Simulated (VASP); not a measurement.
Write the native input for VASP 6.6.1 that does the following.

| Quantity | Value |
| --- | --- |
| Task | relaxation of cell and atoms |
| Functional | PBE |
| Potentials or basis | VASP PAW PBE potentials, release 64 (Cd, Te) |
| Cutoff | 600 eV |
| k mesh | 8 × 8 × 8 |
| Occupations | gaussian, width 0.03 eV |
| Spin | no spin polarisation |
| Further INCAR settings | ALGO = Normal; EDIFF = 1e-07; IBRION = 2; EDIFFG = -0.005; NSW = 90; ISIF = 3 |

The structure of CdTe lies in POSCAR:

```
CdTe                                    
1.0
   -0.0000000000      3.3111409339      3.3111409339
    3.3111409339      0.0000000000      3.3111409339
    3.3111409339      3.3111409339     -0.0000000000
  Cd              Te            
     1     1
Direct
     0.0000000000000000    0.0000000000000000    0.0000000000000000
     0.2500000000000000    0.2500000000000000    0.2500000000000000
```

These files were run (other wordings do the same):

INCAR

```
SYSTEM = CdTe
  PREC = Accurate
  ENCUT = 600
  EDIFF = 1E-7
  ISMEAR = 0
  SIGMA = 0.03
  LREAL = .False.
  LASPH = .True.
  NELM = 80
  ALGO = Normal
  ISIF = 3
  LWAVE = .False.
  LCHARG = .False.
  GGA = PE
  IBRION = 2
  NSW = 90
  EDIFFG = -0.005
```

KPOINTS

```
regular mesh
0
Gamma
  8 8 8
  0 0 0
```

Potentials or basis: VASP PAW PBE potentials, release 64 (Cd, Te).

The run is started by

```bash
$ cat potpaw_PBE.64/Cd/POTCAR potpaw_PBE.64/Te/POTCAR > POTCAR
$ mpirun -np 1 vasp_std > vasp.out
```

Results of the run:

```yaml
Pressure_after_relaxing: 0.0 GPa
Band_gap_on_the_k_mesh: 0.58 eV, direct
```

Caveat: the relaxation stopped at its first step, so nothing moved; spin-orbit coupling is left out, which moves the levels of the heavy elements.

It took 21 s on 1 thread of AMD EPYC 9R45 96-Core Processor (Zen 5) (shared host), peak memory 0.22 GiB.
